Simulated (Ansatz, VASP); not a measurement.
# ZrC: VASP beside Ansatz

File INCAR:

```
PREC = Accurate
ENCUT = 520
EDIFF = 1E-7
ISMEAR = 0
SIGMA = 0.1
LREAL = F
LASPH = T
NELM = 60
ALGO = Normal
ISIF = 2
LWAVE = F
LCHARG = T
GGA = PE
LELF = T
LVHAR = T
NBANDS = 15
```

The input KPOINTS:

```
Automatic mesh
0
Gamma
  6 6 6
```

The input POSCAR:

```
ZrC
1.0
    0.0000000000      2.3502100000      2.3502100000
    2.3502100000      0.0000000000      2.3502100000
    2.3502100000      2.3502100000      0.0000000000
Zr C
1 1
Direct
    0.5000000000      0.5000000000      0.5000000000
    0.0000000000      0.0000000000      0.0000000000
```

Input for Ansatz:

```yaml
crystal:
  lattice:
    - [0.0, 2.35021, 2.35021]
    - [2.35021, 0.0, 2.35021]
    - [2.35021, 2.35021, 0.0]
  atoms:
    - { symbol: Zr, position: [0.5, 0.5, 0.5] }
    - { symbol: C, position: [0.0, 0.0, 0.0] }
basis:
  ecutwfc: 420
kpoints:
  mp_grid: { grid: [6, 6, 6] }
hamiltonian:
  xc: pbe
scf:
  occupations: { method: gaussian, width: 0.1 }
output:
  forces: true
  stress: true
  eigenvalues: true
```

Alike in both runs: task single point; functional PBE; k mesh 6 × 6 × 6; occupations gaussian, width 0.1 eV; no spin polarisation.

|  | VASP | Ansatz |
| --- | --- | --- |
| version | VASP 6.6.1 | Ansatz 0.2.0 |
| potentials or method | VASP PAW PBE potentials, release 64 (Zr_sv, C) | scalar-relativistic, plane waves, PAW |
| plane-wave cutoff (eV) | 520 | 420 |
| valence electrons in the cell | 16 | 16 |

|  | VASP | Ansatz | Ansatz less VASP |
| --- | --- | --- | --- |
| gap on the k mesh at the Fermi level (eV) | none | none | - |
| pressure (GPa) | 1.5 | 1.3 | -0.25 |

A gap of «none» marks a metal or a gap that the smearing closes. With one functional, cell and mesh, what is left measures potentials, basis and numerics.

Caveats: the k mesh is coarse (spacing up to 0.39 Å⁻¹), so the values aren't converged.
